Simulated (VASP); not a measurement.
Runs of VASP 6.6.1 on KF. Symmetry: F-43m, No. 216, cubic system. Conventional cell: a = 5.871 Å, b = 5.871 Å, c = 5.871 Å, α = 90.00°, β = 90.00°, γ = 90.00°. K (site symmetry -43m) is surrounded by 4 F at 2.54 Å. Around F (site symmetry -43m) lie 4 K at 2.54 Å. The cell was built by a generator and needn't be a form met in nature.

| level | cell | smearing | gap on the mesh (eV) | pressure (GPa) |
| --- | --- | --- | --- | --- |
| r2SCAN | as given | gaussian 0.01 eV | 5.74 | (b) |
| PBE | epitaxial_xy strain +4.0% | fermi-dirac 0.02 eV | 5.17 | 1.0 |
| r2SCAN | epitaxial_xy strain +4.0% | gaussian 0.01 eV | 5.76 | (a) |
| PBE | as given | fermi-dirac 0.02 eV | 5.16 | 0.9 |

Alike in all rows: task single point; potentials or basis VASP PAW PBE potentials, release 64 (K_sv, F); no spin polarisation; k mesh 8 × 8 × 8; cutoff (eV) 520.

Fill in the values left out.

(a) 0.1; (b) 0.0.

Caveats: the PAW data sets were made with another functional, which shifts forces and pressure a little (some runs).

A k mesh can miss the band edges.
